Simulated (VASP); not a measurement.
Crystal: GaN.

```
Ga N
1.0
     3.18000    0.00000    0.00000
    -1.59000    2.75396    0.00000
     0.00000    0.00000    5.16600
Ga N
2 2
Direct
  0.33333 0.66667 0.00000
  0.66667 0.33333 0.50000
  0.33333 0.66667 0.37500
  0.66667 0.33333 0.87500
```

* Program: VASP 6.6.1
* Task: relaxation of cell and atoms
* Functional: PBE
* Potentials or basis: VASP PAW PBE potentials, release 64 (Ga_d, N)
* Cutoff: 600 eV
* k mesh: 12 × 12 × 5
* Occupations: gaussian, width 0.03 eV
* Spin: no spin polarisation

At the start: pressure 7.2 GPa; volume 11.31 Å³/atom.

Problem. Where does the relaxation end?

Solution. Over 5 steps the energy falls by 10.1 meV/atom and the volume is 11.75 Å³/atom (+3.9 %); space group P6_3mc (No. 186, to 0.05 Å).

The path:
| step | energy change (eV) | largest force (eV/Å) | pressure (GPa) | volume (Å³) |
| --- | --- | --- | --- | --- |
| 1 | 0.0000 | 0.1346 | 7.17 | 45.24 |
| 2 | -0.0118 | 0.0620 | -5.27 | 48.64 |
| 3 | -0.0402 | 0.0105 | -0.03 | 47.03 |
| 4 | -0.0402 | 0.0127 | 0.13 | 47.00 |
| 5 | -0.0403 | 0.0073 | 0.09 | 47.00 |

Final structure:
```
Ga N
1.0
     3.21715    0.00000    0.00000
    -1.60857    2.78613    0.00000
     0.00000    0.00000    5.24347
Ga N
2 2
Direct
  0.33333 0.66667 0.99924
  0.66667 0.33333 0.49924
  0.33333 0.66667 0.37576
  0.66667 0.33333 0.87576
```
